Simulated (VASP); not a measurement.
Runs of VASP 6.6.1 on Mg. It takes space group Fm-3m (No. 225, cubic). Conventional cell: a = 4.632 Å, b = 4.632 Å, c = 4.632 Å, α = 90.00°, β = 90.00°, γ = 90.00°. Mg (site symmetry m-3m) is surrounded by 12 Mg at 3.28 Å. This isn't the form of Mg at room conditions, which is hcp.

| cell | k mesh | gap on the mesh (eV) | pressure (GPa) |
| --- | --- | --- | --- |
| Fm-3m, 24.84 Å³/atom | 13 × 13 × 13 | none | (a) |
| Fm-3m, 21.98 Å³/atom | 13 × 13 × 13 | none | 3.1 |
| Fm-3m, 23.89 Å³/atom | 19 × 19 × 19 | none | -0.2 |
| Fm-3m, 22.93 Å³/atom | 13 × 13 × 13 | none | 1.3 |

Alike in all rows: task single point; level RPBE; potentials or basis VASP PAW PBE potentials, release 64 (Mg); no spin polarisation; cutoff (eV) 520; smearing fermi-dirac 0.1 eV.

Problem. Fill in the values left out.

Solution. (a) -1.4.

Caveats: the PAW data sets were made with another functional, which shifts forces and pressure a little.

A gap of «none» marks a metal or a gap under the smearing width.
